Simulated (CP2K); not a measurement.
# Hf (Fm-3m) in CP2K: reference runs

Reference runs on Hf: the cell as given and a disturbed copy.

Program: CP2K 2026.2. These are calculated values, not measurements. Logs are shortened: lines on timing, memory, paths and dates and some standing lists are left out, and cuts for length are marked.

## 1. Starting point

The structure is cubic, space group Fm-3m (No. 225). The conventional cell has a = 4.440 Å, b = 4.440 Å, c = 4.440 Å, α = 90.00°, β = 90.00°, γ = 90.00°. Hf (site symmetry m-3m) has 12 Hf at 3.14 Å as nearest neighbours.

This isn't the form of Hf at room conditions, which is hcp.

## 2. Single point, PBE

hf_scf.inp

```
&GLOBAL
  PROJECT hf_scf
  RUN_TYPE ENERGY_FORCE
  PRINT_LEVEL LOW
&END GLOBAL
&FORCE_EVAL
  METHOD QS
  STRESS_TENSOR ANALYTICAL
  &DFT
    BASIS_SET_FILE_NAME BASIS_MOLOPT_UZH
    POTENTIAL_FILE_NAME POTENTIAL_UZH
    &MGRID
      CUTOFF 450
      REL_CUTOFF 60
      NGRIDS 4
    &END MGRID
    &QS
      METHOD GPW
      EPS_DEFAULT 1.0E-10
    &END QS
    &KPOINTS
      SCHEME MONKHORST-PACK 10 10 10
      GAMMA_CENTERED T
      SYMMETRY T
      SYMMETRY_BACKEND SPGLIB
    &END KPOINTS
    &SCF
      SCF_GUESS ATOMIC
      EPS_SCF 1.0E-6
      MAX_SCF 100
      ADDED_MOS 11
      CHOLESKY OFF
      EPS_EIGVAL 1.0E-7
      &DIAGONALIZATION ON
        ALGORITHM STANDARD
      &END DIAGONALIZATION
      &MIXING ON
        METHOD BROYDEN_MIXING
        ALPHA 0.4
        BETA 1.5
        NBUFFER 8
      &END MIXING
      &SMEAR ON
        METHOD FERMI_DIRAC
        ELECTRONIC_TEMPERATURE 580.23
      &END SMEAR
    &END SCF
    &XC
      &XC_FUNCTIONAL PBE
      &END XC_FUNCTIONAL
    &END XC
    &PRINT
      &KPOINTS ON
      &END KPOINTS
      &MULLIKEN ON
      &END MULLIKEN
      &MO ON
        ENERGIES T
        OCCUPATION_NUMBERS T
        &EACH
          QS_SCF 0
        &END EACH
        ADD_LAST NUMERIC
      &END MO
      &LOWDIN ON
      &END LOWDIN
      &HIRSHFELD ON
        SHAPE_FUNCTION DENSITY
      &END HIRSHFELD
      &E_DENSITY_CUBE ON
        STRIDE 1
      &END E_DENSITY_CUBE
      &V_HARTREE_CUBE ON
        STRIDE 1
      &END V_HARTREE_CUBE
      &ELF_CUBE ON
        STRIDE 1
      &END ELF_CUBE
    &END PRINT
  &END DFT
  &SUBSYS
    &CELL
      A 3.1395541085 0.0000000000 0.0000000000
      B 1.5697770542 2.7189336145 0.0000000000
      C 1.5697770542 0.9063112048 2.5634351952
      PERIODIC XYZ
    &END CELL
    &COORD
      Hf  0.0000000000 0.0000000000 0.0000000000
    &END COORD
    &KIND Hf
      BASIS_SET TZVP-MOLOPT-PBE-GTH-q12
      POTENTIAL GTH-PBE-q12
    &END KIND
    &PRINT
      &ATOMIC_COORDINATES ON
      &END ATOMIC_COORDINATES
      &CELL ON
      &END CELL
    &END PRINT
  &END SUBSYS
  &PRINT
    &FORCES ON
    &END FORCES
    &STRESS_TENSOR ON
    &END STRESS_TENSOR
  &END PRINT
&END FORCE_EVAL
```

Potentials or basis: POTENTIAL_UZH Hf GTH-PBE-q12; TZVP-MOLOPT-PBE-GTH basis.

Run with:

```sh
$ OMP_NUM_THREADS=1 cp2k.psmp -i hf_scf.inp -o hf_scf.out
```

hf_scf.out:

```text

 CP2K| version string:                                       CP2K version 2026.2
 CP2K| Input file name                                                hf_scf.inp

 GLOBAL| Force Environment number                                              1
 GLOBAL| Basis set file name                                    BASIS_MOLOPT_UZH
 GLOBAL| Potential file name                                       POTENTIAL_UZH
 GLOBAL| MM Potential file name                                     MM_POTENTIAL
 GLOBAL| Coordinate file name                                      __STD_INPUT__
 GLOBAL| Method name                                                        CP2K
 GLOBAL| Project name                                                     hf_scf
 GLOBAL| Run type                                                   ENERGY_FORCE
 GLOBAL| FFT library                                                       FFTW3
[... 6 lines left out ...]
 GLOBAL| Total number of message passing processes                             1
 GLOBAL| Number of threads for this process                                    1
 GLOBAL| CPU model name                          Intel(R) Xeon(R) Platinum 8488C

 CELL| Volume [angstrom^3]:                                            21.882096
 CELL| Vector a [angstrom]:       3.140     0.000     0.000   |a| =     3.139554
 CELL| Vector b [angstrom]:       1.570     2.719     0.000   |b| =     3.139554
 CELL| Vector c [angstrom]:       1.570     0.906     2.563   |c| =     3.139554
 CELL| Angle (b,c), alpha [degree]:                                    60.000000
 CELL| Angle (a,c), beta  [degree]:                                    60.000000
 CELL| Angle (a,b), gamma [degree]:                                    60.000000
 CELL| Numerically orthorhombic:                                              NO
 CELL| Periodicity                                                           XYZ

 CELL_REF| Volume [angstrom^3]:                                        21.882096
 CELL_REF| Vector a [angstrom     3.140     0.000     0.000   |a| =     3.139554
 CELL_REF| Vector b [angstrom     1.570     2.719     0.000   |b| =     3.139554
 CELL_REF| Vector c [angstrom     1.570     0.906     2.563   |c| =     3.139554
 CELL_REF| Angle (b,c), alpha [degree]:                                60.000000
 CELL_REF| Angle (a,c), beta  [degree]:                                60.000000
 CELL_REF| Angle (a,b), gamma [degree]:                                60.000000
 CELL_REF| Numerically orthorhombic:                                          NO
 CELL_REF| Periodicity                                                       XYZ
[... 9 lines left out ...]
 TOTAL NUMBERS AND MAXIMUM NUMBERS

  Total number of            - Atomic kinds:                                   1
                             - Atoms:                                          1
                             - Shell sets:                                     1
                             - Shells:                                        11
                             - Primitive Cartesian functions:                  5
                             - Cartesian basis functions:                     41
                             - Spherical basis functions:                     35

  Maximum angular momentum of- Orbital basis functions:                        3
                             - Local part of the GTH pseudopotential:          2
                             - Non-local part of the GTH pseudopotential:      4

 MODULE QUICKSTEP: ATOMIC COORDINATES IN ANGSTROM

   Atom Kind Element         X             Y             Z       Z(eff)     Mass
      1    1 Hf   72      0.000000      0.000000      0.000000  12.0000 178.4900

 SCF PARAMETERS         Density guess:                                    ATOMIC
[... 9 lines left out ...]
                        --------------------------------------------------------
                        level_shift [a.u.]:                             0.000000
                        added MOs                                        11    0
                        --------------------------------------------------------
                        Mixing method:                            BROYDEN_MIXING
                                                charge density mixing in g-space
                        --------------------------------------------------------
                        Smear method:                                FERMI_DIRAC
                        Electronic temperature [K]:                        580.2
                        Electronic temperature [a.u.]:                  1.84E-03
                        Accuracy threshold:                             1.00E-10
                        --------------------------------------------------------
                        No outer SCF

 *******************************************************************************
                                    Kpoints
 *******************************************************************************
 BRILLOUIN| K-point scheme                                        Monkhorst-Pack
 BRILLOUIN| K-Point grid                                            10   10   10
 BRILLOUIN| Gamma-centered k-point mesh                                     ON
[... 72 lines left out ...]
    10 Broy./Diag. 0.40E+00    3.4     0.00000231       -49.2879506751  9.93E-06
    11 Broy./Diag. 0.40E+00    3.4     0.00000013       -49.2879492197  1.46E-06

  *** SCF run converged in    11 steps ***

  Electronic density on regular grids:        -12.0000000007       -0.0000000007
  Core density on regular grids:               11.9999999985       -0.0000000015
  Total charge density on r-space grids:       -0.0000000022
  Total charge density g-space grids:          -0.0000000022

  Overlap energy of the core charge distribution:               0.00000000001104
  Self energy of the core charge distribution:                -72.40344086299169
  Core Hamiltonian energy:                                     15.30598097738324
  Hartree energy:                                              13.88439951368405
  Exchange-correlation energy:                                 -6.07448145823851
  Electronic entropic energy:                                  -0.00040738953649
  Fermi energy:                                                 0.38621175365462

  Total energy:                                               -49.28794921967403
  Total energy (extrapolated to T->0):                        -49.28774552490579

 MO| EIGENVALUES AND OCCUPATION NUMBERS FOR K POINT 1
 MO|
 MO|  Index      Eigenvalue [a.u.]        Eigenvalue [eV]             Occupation
 MO|      1              -1.847444             -50.271520               2.000000
 MO|      2              -0.742732             -20.210762               2.000000
 MO|      3              -0.717746             -19.530865               2.000000
 MO|      4              -0.717746             -19.530865               2.000000
 MO|      5               0.243208               6.618023               2.000000
 MO|      6               0.394590              10.737349               0.020711
[... 90 lines left out ...]
 MO|      5               0.264061               7.185454               2.000000
 MO|      6               0.314515               8.558387               2.000000
[... 9 lines left out ...]
 MO|     16               1.347767              36.674599               0.000000
 MO|     17               1.533540              41.729757               0.000000
 MO| Sum:                                                              12.000000
 MO| E(Fermi):            0.386212 a.u.         10.509356 eV
 MO| Band gap:            0.133184 a.u.          3.624133 eV

 MO| EIGENVALUES AND OCCUPATION NUMBERS FOR K POINT 6
 MO|
 MO|  Index      Eigenvalue [a.u.]        Eigenvalue [eV]             Occupation
 MO|      1              -1.846240             -50.238739               2.000000
 MO|      2              -0.742207             -20.196476               2.000000
 MO|      3              -0.726339             -19.764688               2.000000
 MO|      4              -0.724628             -19.718137               2.000000
 MO|      5               0.271865               7.397831               2.000000
 MO|      6               0.313353               8.526781               2.000000
[... 9 lines left out ...]
 MO|     16               1.316198              35.815579               0.000000
 MO|     17               1.561217              42.482864               0.000000
 MO| Sum:                                                              12.000000
 MO| E(Fermi):            0.386212 a.u.         10.509356 eV
 MO| Band gap:            0.141467 a.u.          3.849525 eV

 MO| EIGENVALUES AND OCCUPATION NUMBERS FOR K POINT 7
 MO|
 MO|  Index      Eigenvalue [a.u.]        Eigenvalue [eV]             Occupation
 MO|      1              -1.846220             -50.238190               2.000000
 MO|      2              -0.740283             -20.144138               2.000000
 MO|      3              -0.730224             -19.870415               2.000000
 MO|      4              -0.723731             -19.693711               2.000000
 MO|      5               0.290374               7.901491               2.000000
 MO|      6               0.325358               8.853441               2.000000
[... 160 lines left out ...]
 MO|      6               0.324650               8.834180               2.000000
[... 9 lines left out ...]
 MO|     16               1.327643              36.127011               0.000000
 MO|     17               1.533331              41.724066               0.000000
 MO| Sum:                                                              12.000000
 MO| E(Fermi):            0.386212 a.u.         10.509356 eV

 [... the levels of further k-points ...]

 The electron density is written in Cube    file format to the file:

 hf_scf-ELECTRON_DENSITY-1_0.cube

 !-----------------------------------------------------------------------------!
                     Mulliken Population Analysis

 #  Atom  Element  Kind  Atomic population                           Net charge
       1     Hf       1         12.000000                             -0.000000
 # Total charge                             12.000000                 -0.000000

 !-----------------------------------------------------------------------------!

 !-----------------------------------------------------------------------------!
                           Hirshfeld Charges

  #Atom  Element  Kind  Ref Charge     Population                    Net charge
      1       Hf     1      12.000         12.000                         0.000

  Total Charge                                                            0.000
 !-----------------------------------------------------------------------------!

 LOWDIN POPULATION ANALYSIS

 #  Atom  Element  Kind  Atomic population                           Net charge
       1     Hf       1         12.000000                              0.000000
 # Total charge                             12.000000                  0.000000

               ----- ELF is computed on the real space grid -----

 ELF is written in Cube    file format to the file:

 hf_scf-ELF_S1-1_0.cube

 ENERGY| Total FORCE_EVAL ( QS ) energy [hartree]            -49.287948928486095

 FORCES| Atomic forces [hartree/bohr]
 FORCES|   Atom     x               y               z               |f|
 FORCES|      1 -1.08810886E-12 -3.77506281E-13 -6.78777317E-13   1.33687342E-12
 FORCES| Sum    -1.08810886E-12 -3.77506281E-13 -6.78777317E-13
 FORCES| Total atomic force                                       1.33687342E-12

 STRESS| Analytical stress tensor [bar]
 STRESS|                        x                   y                   z
 STRESS|      x        3.22733172007E+04  -3.18625657956E-01  -2.50325854365E-01
 STRESS|      y       -3.18625657956E-01   3.22741635457E+04  -3.59857842064E-01
 STRESS|      z       -2.50325854365E-01  -3.59857842064E-01   3.22738040977E+04
 STRESS| 1/3 Trace                                             3.22737616147E+04
 STRESS| Determinant                                           3.36162109427E+13

 STRESS| Eigenvectors and eigenvalues of the analytical stress tensor [bar]
 STRESS|                        1                   2                   3
 STRESS| Eigenvalues   3.22730369826E+04   3.22738405708E+04   3.22744072907E+04
 STRESS|      x           0.816828504278     -0.556974857800     -0.150233825676
 STRESS|      y           0.371893882495      0.309323759609      0.875222115754
 STRESS|      z           0.441005821686      0.770777412435     -0.459800006219
```

Run time: 54 s. Hardware: 1 thread of Intel Xeon Platinum 8488C (Sapphire Rapids), shared host; peak memory 0.32 GiB.

What came out:

```
Free energy            : -1341.1933 eV
Pressure               : 3.2 GPa
Band gap on the k mesh : none (metal or under the smearing width)
```

Caveat: the basis of atomic orbitals isn't converged, which shifts pressures, moduli and gaps. Spin-orbit coupling is left out, which matters for the levels of Hf.

## 3. Single point, PBE (cell strained at random at fixed volume)

hf_scf.inp: that of step 2 with these lines changed.

```diff
@@ -14,3 +14,3 @@
       REL_CUTOFF 60
-      NGRIDS 4
+      NGRIDS 5
     &END MGRID
@@ -44,3 +44,3 @@
         METHOD FERMI_DIRAC
-        ELECTRONIC_TEMPERATURE 580.23
+        ELECTRONIC_TEMPERATURE [K] 580.226
       &END SMEAR
@@ -69,11 +69,2 @@
       &END HIRSHFELD
-      &E_DENSITY_CUBE ON
-        STRIDE 1
-      &END E_DENSITY_CUBE
-      &V_HARTREE_CUBE ON
-        STRIDE 1
-      &END V_HARTREE_CUBE
-      &ELF_CUBE ON
-        STRIDE 1
-      &END ELF_CUBE
     &END PRINT
@@ -82,5 +73,5 @@
     &CELL
-      A 3.1395541085 0.0000000000 0.0000000000
-      B 1.5697770542 2.7189336145 0.0000000000
-      C 1.5697770542 0.9063112048 2.5634351952
+      A 3.1263060295 0.0000000000 0.0000000000
+      B 1.5062353611 2.7029666229 0.0000000000
+      C 1.4976973036 0.8258366511 2.5895047327
       PERIODIC XYZ
@@ -88,3 +79,3 @@
     &COORD
-      Hf  0.0000000000 0.0000000000 0.0000000000
+      Hf  -0.0159866777 -0.0331505956 -0.0088612852
     &END COORD
```

Potentials or basis: POTENTIAL_UZH Hf GTH-PBE-q12; TZVP-MOLOPT-PBE-GTH basis.

Run with:

```sh
$ OMP_NUM_THREADS=1 cp2k.psmp -i hf_scf.inp -o hf_scf.out
```

Run time: 83 s. Hardware: 1 thread of Intel Xeon Platinum 8488C (Sapphire Rapids), shared host; peak memory 0.37 GiB.

The run converged. Its results:

```yaml
Free_energy: -1341.1848 eV
Pressure: 3.4 GPa
Band_gap_on_the_k_mesh: none (metal or under the smearing width)
```

Stress tensor (GPa, compression positive):
```
4.64 1.77 1.40
1.77 3.52 1.26
1.40 1.26 1.94
```

Levels at points of the mesh, in eV from the Fermi level:
```
           k point  band 2  band 3  band 4  band 5  band 6  band 7  band 8  band 9  band 10  band 11
(0.00, 0.00, 0.00)  -29.95  -29.95  -29.91   -7.21    1.18    1.36    1.82    4.20     4.56    13.32
(0.00, 0.00, 0.50)  -30.79  -30.04  -30.02   -3.70    0.48    1.09    1.50    6.28     6.70     9.82
(0.00, 0.50, 0.00)  -30.80  -30.05  -30.03   -3.68    0.55    1.04    1.50    6.27     6.75     9.91
(0.00, 0.50, 0.50)  -30.75  -30.29  -30.23   -3.29   -2.23    2.81    6.52    7.19     7.27     9.73
(0.50, 0.00, 0.00)  -30.79  -30.06  -30.02   -3.68    0.53    0.86    1.68    6.43     6.65     9.85
(0.50, 0.00, 0.50)  -30.75  -30.27  -30.20   -3.33   -2.17    2.48    6.53    7.09     7.35     9.98
(0.50, 0.50, 0.00)  -30.75  -30.26  -30.20   -3.33   -2.16    2.44    6.53    7.10     7.34    10.14
(0.50, 0.50, 0.50)  -30.83  -30.10  -30.07   -3.58    0.87    0.96    1.29    6.59     6.75    10.20
```

Caveat: the basis of atomic orbitals isn't converged, which shifts pressures, moduli and gaps. The run has no spin-orbit coupling, so splittings on Hf are missing.
